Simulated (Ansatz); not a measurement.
**TaS₂: computed DOS**

```xyz
3
Lattice="3.3500 0.0000 0.0000 -1.6750 2.9012 0.0000 0.0000 0.0000 5.8600" Properties=species:S:1:pos:R:3 pbc="T T T"
Ta    0.0000    0.0000    0.0000
S     0.0000    1.9341    1.4650
S     1.6750    0.9671    4.3950
```

The cell comes from COD entry 1537360, which wasn't checked; take it as a given geometry. It differs from other determinations.

Spin polarisation is left out, and whether a magnetic state lies lower isn't shown here.

No spin–orbit coupling, which matters for the heavy atoms here.

Level of theory: DFT, PBEsol, all-electron LAPW, scalar-relativistic in Ansatz 0.2.0.

Settings: a Γ-centred 8×8×4 k mesh, Fermi–Dirac smearing of 0.02 eV, basis error target 1 meV/atom, no spin polarisation.

States per eV and cell, averaged over 0.6 eV, from -7.0 to 4.8 eV, with energies (bin centres) from the Fermi level; empty bins are left out. The partial columns, the largest 5 alone, are projections on Löwdin-orthogonalised atomic shells (those that the program's projection atoms carry: the occupied ones and, for some elements, an empty d or f shell; other empty shells have no column), summed over atoms of an element. Weights on diffuse s and p shells depend on that basis and aren't pure angular character.

```tsv
E (eV)	total	S 3p	Ta 5d	S 3s	Ta 6s	Ta 5p
-6.8	0.76	0.45	0.21	0.02	0.08	0.00
-6.2	1.92	1.18	0.50	0.08	0.14	0.01
-5.6	2.22	1.53	0.53	0.07	0.05	0.02
-5.0	1.99	1.30	0.52	0.07	0.05	0.01
-4.4	3.52	2.13	1.17	0.10	0.05	0.01
-3.8	2.94	1.95	0.82	0.11	0.01	0.02
-3.2	2.22	1.72	0.36	0.07	0.02	0.02
-2.6	2.49	2.04	0.33	0.06	0.01	0.02
-2.0	1.44	1.22	0.17	0.02	0.00	0.01
-1.4	0.46	0.38	0.06	0.00	0.00	0.00
-0.8	0.56	0.18	0.33	0.02	0.01	0.00
-0.2	1.65	0.42	1.12	0.03	0.02	0.00
0.4	1.12	0.29	0.77	0.01	0.01	0.00
1.0	1.22	0.40	0.76	0.01	0.01	0.00
1.6	1.75	0.49	1.17	0.01	0.01	0.00
2.2	2.12	0.38	1.62	0.01	0.04	0.00
2.8	1.61	0.18	1.28	0.00	0.11	0.00
3.4	0.51	0.16	0.25	0.03	0.00	0.00
4.0	3.14	1.04	1.43	0.11	0.03	0.00
4.6	1.37	0.43	0.57	0.06	0.04	0.00
```

Which of the resolved shells contributes most within 0.3 eV of the Fermi level?

Ta 5d, with 69 % of all states there; S 3p follows with 25 %.

Where is the centre of the filled Ta 5d states between -14 eV and the top of the filled states?

-4.50 eV from the Fermi level.
